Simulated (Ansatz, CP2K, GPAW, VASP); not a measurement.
# One calculation of InPd, 6 ways

```
In Pd
1.0
     3.27188    0.00000    0.00000
     0.00000    3.27188    0.00000
     0.00000    0.00000    3.27188
In Pd
1 1
Direct
  0.00000 0.00000 0.00000
  0.50000 0.50000 0.50000
```

The cell comes from a database or a generator and needn't be the stable form of this composition.

Alike in all runs: task band structure; functional PBEsol; k mesh 8 × 8 × 8; occupations fermi-dirac, width 0.05 eV; no spin polarisation; no spin-orbit coupling. Pressure is positive in compression and, in plane waves, holds the error of the finite cutoff, which Ansatz's Pulay term estimates and takes out.

```
                                                       program and potentials  plane-wave cutoff (eV)                                                                                                                              notes  pressure (GPa)
                                                           Ansatz, Ansatz PAW                     420  potentials made for PBE, which Ansatz adapts in part; 15.5 valence electrons an atom on average; Pulay term of +0.06 GPa included           -2.97
                                    Ansatz, PAW datasets made for the crystal                     260                                                                                          11.5 valence electrons an atom on average           -2.97
                                         VASP, PBE PAW files In_d, Pd, 520 eV                     520                                                                 potentials made for PBE; 11.5 valence electrons an atom on average           -2.83
                               Ansatz, all-electron LAPW, scalar-relativistic                       -                                                                                                                                  -           -2.97
                            GPAW, PAW data sets generated for this functional                     600                                                                                          14.5 valence electrons an atom on average           -3.14
CP2K, POTENTIAL_UZH In GTH-PBE-q13, Pd GTH-PBE-q18; TZVP-MOLOPT-PBE-GTH basis                       -                                                   atomic basis; potentials made for PBE; 15.5 valence electrons an atom on average           -1.29
```

The pressure spans -3.14 (GPAW, PAW data sets generated for this functional) to -1.29 GPa (CP2K, POTENTIAL_UZH In GTH-PBE-q13, Pd GTH-PBE-q18; TZVP-MOLOPT-PBE-GTH basis), with all-electron results at -2.97. The pressure on the cell as given of CP2K, POTENTIAL_UZH In GTH-PBE-q13, Pd GTH-PBE-q18; TZVP-MOLOPT-PBE-GTH basis lies far from the others; the cause wasn't traced. Rows in atomic bases carry the error of their basis and grid, which can be large.

The functional is the same throughout but for its coding, so the spread measures potentials, basis and numerics; runs on potential files found faulty are left out.
